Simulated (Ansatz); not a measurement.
**Two Ansatz runs on TaC**

The cell is COD entry 9008731, as deposited and not checked against the literature; nothing was relaxed.

First run: DFT, PBE, all-electron LAPW, non-relativistic (Ansatz 0.2.0).

Command: `ansatz run input.yaml --threads 1 --pin off --max-ram 2048MiB --backend cpu --events-out ev --progress --plain --runs-dir out` The run took 33 s on 1 thread of Arm Neoverse V2, on a shared host, peak memory 0.48 GiB.

```yaml
crystal:
  lattice:
    - [0.0, 2.227, 2.227]
    - [2.227, 0.0, 2.227]
    - [2.227, 2.227, 0.0]
  atoms:
    - { symbol: Ta, position: [0.0, 0.0, 0.0] }
    - { symbol: C, position: [0.5, 0.5, 0.5] }
kpoints:
  mp_grid: { grid: [13, 13, 13] }
  band_path:
    path:
      - [0.0, 0.0, 0.0]
      - [0.5, 0.0, 0.5]
      - [0.625, 0.25, 0.625]
      - [0.375, 0.375, 0.75]
      - [0.0, 0.0, 0.0]
      - [0.5, 0.5, 0.5]
      - [0.5, 0.25, 0.75]
      - [0.5, 0.0, 0.5]
    npoints: 5
scf:
  occupations: { method: fermi_dirac, width: 0.08 }
hamiltonian:
  xc: pbe
  pseudopotentials:
    kind: all_electron
    lapw: { basis_error: 0.00025 }
    relativity: none
output:
  forces: true
  stress: true
  eigenvalues: true
```

Result: converged; pressure 20.9 GPa; 10 SCF iterations.

Spin polarisation is left out, and whether a magnetic state lies lower isn't shown here.

Spin–orbit coupling is left out, though it moves levels of the heavy atoms by tenths of an eV or more.

The input is then changed:

```diff
@@ -21,5 +21,5 @@
     npoints: 5
 scf:
-  occupations: { method: fermi_dirac, width: 0.08 }
+  occupations: { method: tetrahedron_uncorrected }
 hamiltonian:
   xc: pbe
@@ -32,3 +32,4 @@
   stress: true
   eigenvalues: true
+accuracy: low
```

Task: What does the second run give?

Result: It converged; energy at zero smearing +22.4 meV/atom from the first run; pressure 21.2 GPa; 10 SCF iterations. Some of these settings are too coarse for converged properties.

The results part of its log:

```
SCF 1 converged in 10 iterations: F = -403870.576927 eV  dr2 = 2.13e-8
NSCF: frozen V_eff on 36 k-points
SCF converged after 10 iterations
Free energy (F): -403870.576927 eV
Harris-Foulkes:  -403870.576927 eV  (|F-HF|=1.38e-8)
Internal energy: -403870.576817 eV  (E = F + TS)
E sigma→0 (E₀):  -403870.576927 eV
Entropy (-TS):   -0.000110 eV (-0.055 meV/atom)
Fermi energy:    25.186983 eV
--- Per-component energies (eV) ---
  E_band       = -5280.173159
  E_kinetic    = 403766.289235
  E_xc         = -8316.823675
  E_electrostatic = -799320.042377  (all electrons and nuclei)
  E_smearing   = -0.000110  (= −TS)
  E_closure    = 0.000000  (closes the sum)
  E_atoms      = -403850.462907  (free atoms, spherical and without spin; not in F)
  Σ components = -403870.576927   (vs F -403870.576927, Δ=0.00e0)
  Basis errors (estimates in eV, not in F): energy 9.1e-5 per atom: plane waves 8.0e-5 (4.5e-5 summed), levels above the bands 0.0e0, relativity 0.0e0, radial functions 1.1e-5, core shells 1.3e-14; eigenvalues (radial functions only) 8.9e-7; not estimated: angular momenta, meshes, grids; target (lapw.basis_error) 2.5e-4; muffin-tin radii C 0.923 Å, Ta 1.304 Å
--- Forces (eV/Å), atoms counted from 1 ---
  atom   1  Ta     0.00000000     0.00000000     0.00000000
  atom   2  C      0.00000000    -0.00000000    -0.00000000
  max |Σ_I F_I| component: 6.11e-30 eV/Å
--- Stress (GPa, compression-positive) ---
       21.236435      -0.000000      -0.000000
       -0.000000      21.236435      -0.000000
       -0.000000      -0.000000      21.236435
  P = ⅓ Tr σ = 21.2364 GPa (212.364 kbar)
--- Band table (eV; the first three rows and the last of 84) ---
  k-point 0: bands = ["-425.0636", "-343.1494", "-343.1494", "-343.1494", "-240.4634", "-194.2374", "-194.2374", "-194.2374", "-194.2353", "-194.2353", "-29.8576", "-6.4719", "-6.4719", "-6.4719", "-1.5703", "-1.5677", "-1.5677", "-1.5677", "-1.5442", "-1.5442", "-1.5442", "11.7352", "23.6758", "23.6758", "23.6758", "24.8615", "24.8615", "24.8615", "25.5732", "25.5732", "32.9698"]
  k-point 1: bands = ["-425.0636", "-343.1494", "-343.1494", "-343.1494", "-240.4634", "-194.2374", "-194.2374", "-194.2374", "-194.2353", "-194.2353", "-29.8497", "-6.5325", "-6.4776", "-6.4776", "-1.5696", "-1.5679", "-1.5669", "-1.5669", "-1.5453", "-1.5453", "-1.5441", "11.8900", "23.0157", "23.3721", "23.3721", "24.2105", "24.2105", "25.2419", "26.8547", "26.8547", "33.2383"]
  k-point 2: bands = ["-425.0636", "-343.1494", "-343.1494", "-343.1494", "-240.4634", "-194.2374", "-194.2374", "-194.2374", "-194.2353", "-194.2353", "-29.8277", "-6.6974", "-6.4931", "-6.4931", "-1.5694", "-1.5667", "-1.5647", "-1.5647", "-1.5482", "-1.5482", "-1.5440", "12.3309", "21.8454", "22.2839", "22.2839", "24.5139", "24.5139", "25.7322", "28.5929", "28.5929", "33.8766"]
  k-point 83: bands = ["-425.0636", "-343.1494", "-343.1494", "-343.1494", "-240.4634", "-194.2374", "-194.2374", "-194.2374", "-194.2353", "-194.2353", "-29.6721", "-7.1222", "-7.0417", "-6.8131", "-1.5628", "-1.5611", "-1.5584", "-1.5576", "-1.5561", "-1.5547", "-1.5529", "13.6094", "20.1696", "20.6343", "20.8353", "26.4346", "27.0682", "28.9098", "30.9237", "31.6320", "38.2809"]
```
